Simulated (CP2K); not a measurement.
Runs of CP2K 2026.2 on Al. It takes space group Fm-3m (No. 225, cubic). The conventional cell has a = 4.050 Å, b = 4.050 Å, c = 4.050 Å, α = 90.00°, β = 90.00°, γ = 90.00°. Around Al (site symmetry m-3m) lie 12 Al at 2.86 Å. 

```tsv
level	potentials or basis	smearing	EPS_DEFAULT	NGRIDS	basis sets	potentials	points a segment of the path (NPOINTS)	gap on the mesh (eV)	pressure (GPa)
r2SCAN	POTENTIAL_UZH Al GTH-SCAN-q3; TZVP-MOLOPT-SCAN-GTH basis	fermi-dirac 0.0259 eV	1.0E-9	5	Al TZVP-MOLOPT-SCAN-GTH-q3	Al GTH-SCAN-q3 of POTENTIAL_UZH	10	none	-3.6
LDA	GTH_POTENTIALS Al GTH-PADE-q3; TZVP-MOLOPT-PBE-GTH basis	fermi-dirac 0.0259 eV	1.0E-9	5	Al TZVP-MOLOPT-PBE-GTH-q3	Al GTH-PADE-q3 of GTH_POTENTIALS	10	none	(a)
TB-mBJ	POTENTIAL_UZH Al GTH-PBE-q3; TZVP-MOLOPT-PBE-GTH basis	fermi-dirac 0.01 eV	1.0E-9	4	Al TZVP-MOLOPT-PBE-GTH-q3	Al GTH-PBE-q3 of POTENTIAL_UZH	6	none	-
PBE	POTENTIAL_UZH Al GTH-PBE-q3; TZVP-MOLOPT-PBE-GTH basis	fermi-dirac 0.05 eV	1.0E-10	5	Al TZVP-MOLOPT-PBE-GTH-q3	Al GTH-PBE-q3 of POTENTIAL_UZH	10	none	-0.7
PBEsol	POTENTIAL_UZH Al GTH-PBE-q3; TZVP-MOLOPT-PBE-GTH basis	fermi-dirac 0.05 eV	1.0E-9	5	Al TZVP-MOLOPT-PBE-GTH-q3	Al GTH-PBE-q3 of POTENTIAL_UZH	10	none	-0.7
```

Alike in all rows: task band structure; no spin polarisation; cell as given; k mesh 11 × 11 × 11.

Estimate the missing entries.

(a) -4.3.

Caveats: the basis of atomic orbitals isn't converged, which shifts pressures, moduli and gaps; the potentials were made for another functional, which shifts forces and pressure (some runs); this is a model potential without an energy functional, so only levels have meaning (some runs).

A gap of «none» marks a metal or a gap under the smearing width.
